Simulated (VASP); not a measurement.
An input for Quantum ESPRESSO's pw.x (written as the equivalent of a VASP run, and not itself run):

```
&CONTROL
  calculation = 'scf'
  pseudo_dir = './pseudo'
  outdir = './out'
  tprnfor = .true.
  tstress = .true.
/
&SYSTEM
  ibrav = 0
  nat = 4
  ntyp = 2
  ecutwfc = 84
  occupations = 'smearing'
  smearing = 'gaussian'
  degauss = 0.003675
  input_dft = 'pbe'
  vdw_corr = 'grimme-d3'
  dftd3_version = 3
  dftd3_threebody = .false.
/
&ELECTRONS
  conv_thr = 7.3e-08
  electron_maxstep = 100
/
ATOMIC_SPECIES
  Li 6.940 Li.upf
  N 14.007 N.upf
CELL_PARAMETERS angstrom
     1.8250000   -3.1609930    0.0000000
     1.8250000    3.1609930    0.0000000
     0.0000000    0.0000000    3.8700000
ATOMIC_POSITIONS crystal
  Li   0.3333330  0.6666670  0.0000000
  Li   0.6666670  0.3333330  0.0000000
  Li   0.0000000  0.0000000  0.5000000
  N    0.0000000  0.0000000  0.0000000
K_POINTS automatic
  6 6 5 0 0 0
```

Q: Translate this input to VASP (INCAR, KPOINTS, POSCAR, choice of POTCAR).

A: One answer among several that fit: 
**POSCAR**
```
Li3N
1
    1.8250000000    -3.1609930000     0.0000000000
    1.8250000000     3.1609930000     0.0000000000
    0.0000000000     0.0000000000     3.8700000000
Li N
3 1
Direct
  0.3333330000   0.6666670000   0.0000000000
  0.6666670000   0.3333330000   0.0000000000
  0.0000000000   0.0000000000   0.5000000000
  0.0000000000   0.0000000000   0.0000000000
```

### INCAR
```
SYSTEM  =  Li3N
ISMEAR  =  0
ISIF  =  2   ! forces and stress, cell fixed
LASPH  =  .TRUE.
ENCUT  =  520
PREC  =  Accurate
GGA  =  PE   ! PBE
NELM  =  100   ! most electronic steps
EDIFF  =  1E-6   ! SCF stop (eV)
ALGO  =  Normal   ! blocked Davidson
LREAL  =  .FALSE.
IVDW  =  11   ! D3, zero damping
LWAVE  =  .FALSE.
LCHARG  =  .FALSE.
SIGMA  =  0.05
```

File KPOINTS:
```
K-points
0
gamma
6 6 5
```

POTCAR, in this order: Li_sv N (PBE.64 set). Program: vasp_std.

Limits of the translation: the potentials are each code's own (VASP's PAW set, PseudoDojo norm-conserving files in pw.x), so ENCUT and ecutwfc are chosen apart and not converted; conv_thr bounds pw.x's estimated SCF error, while EDIFF bounds the energy change between steps.

The compound is Li3N in the alpha structure. The cell was not relaxed at this level. The run is one of a series of settings (IVDW = 11 against the base run), some of them coarse on purpose.
